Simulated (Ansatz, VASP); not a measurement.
**TiO2 (Anatase): VASP beside Ansatz**

INCAR

```
PREC     = Accurate       # precision mode
ENCUT    = 520            # plane-wave cutoff, eV
EDIFF    = 1E-7           # SCF threshold, eV
ISMEAR   = 0              # smearing method
SIGMA    = 0.02           # smearing width, eV
LREAL    = False          # projectors in reciprocal space
LASPH    = True           # aspherical terms in the spheres
NELM     = 100            # most SCF steps
ALGO     = Fast           # electronic algorithm
ISIF     = 2              # what is computed and relaxed
LWAVE    = False          # write WAVECAR
LCHARG   = False          # write CHGCAR
GGA      = PS             # functional
NBANDS   = 33             # bands
```

File KPOINTS:

```
regular mesh
0
Gamma
  6 6 6
```

Contents of POSCAR:

```
TiO2
1.0
   -1.8848916415      1.8848916415      4.7758663967
    1.8848916415     -1.8848916415      4.7758663967
    1.8848916415      1.8848916415     -4.7758663967
Ti O
2 4
Direct
    0.0000000000      0.0000000000      0.0000000000
    0.7500000000      0.2500000000      0.5000000000
    0.2075275998      0.2075275998      0.0000000000
    0.9575275998      0.4575275998      0.5000000000
    0.5424724002      0.0424724002      0.5000000000
    0.7924724002      0.7924724002      0.0000000000
```

Input for Ansatz:

```yaml
crystal:
  lattice:
    - [-1.8848916415, 1.8848916415, 4.7758663967]
    - [1.8848916415, -1.8848916415, 4.7758663967]
    - [1.8848916415, 1.8848916415, -4.7758663967]
  atoms:
    - { symbol: Ti, position: [0.0, 0.0, 0.0] }
    - { symbol: Ti, position: [0.75, 0.25, 0.5] }
    - { symbol: O, position: [0.2075275998, 0.2075275998, 0.0] }
    - { symbol: O, position: [0.9575275998, 0.4575275998, 0.5] }
    - { symbol: O, position: [0.5424724002, 0.0424724002, 0.5] }
    - { symbol: O, position: [0.7924724002, 0.7924724002, 0.0] }
basis:
  ecutwfc: 420
kpoints:
  mp_grid: { grid: [6, 6, 6] }
  band_path:
    path:
      - [0.0, 0.0, 0.0]
      - [0.0, 0.0, 0.5]
      - [0.25, 0.25, 0.25]
      - [0.0, 0.5, 0.0]
      - [0.5, 0.5, -0.5]
      - [0.2889411208, 0.7110588792, -0.2889411208]
      - [-0.2889411208, 0.2889411208, 0.2889411208]
      - [-0.0778822417, 0.0778822417, 0.5]
      - [0.5, 0.5, -0.0778822417]
      - [0.0, 0.0, 0.4375]
    npoints: 1
hamiltonian:
  xc: pbesol
scf:
  occupations: { method: gaussian, width: 0.02 }
  n_extra_bands: 6
output:
  forces: true
  stress: true
  eigenvalues: true
```

Alike in both runs: task single point; functional PBEsol; k mesh 6 × 6 × 6; occupations gaussian, width 0.02 eV; no spin polarisation.

```csv
,VASP,Ansatz
version,VASP 6.6.1,Ansatz 0.2.0
potentials or method,"VASP PAW PBE potentials, release 64 (Ti_sv, O)","scalar-relativistic, plane waves, PAW"
plane-wave cutoff (eV),520,420
valence electrons in the cell,48,48
```

```csv
,VASP,Ansatz,Ansatz less VASP
gap on the k mesh at the Fermi level (eV),2.13,2.16,+0.024
least direct gap on the mesh (eV),2.43,2.45,+0.021
pressure (GPa),0.7,0.0,-0.68
largest component of the traceless stress (GPa),0.06,0.01,-0.053
rms of the force components (eV/Å),0.009,0.000,-0.0086
```

Atom by atom the forces differ by 0.009 eV/Å (rms over components). With one functional, cell and mesh, what is left measures potentials, basis and numerics.

Caveats: the PAW data sets were made with another functional, which shifts forces and pressure a little (VASP). A k mesh can miss the band edges.
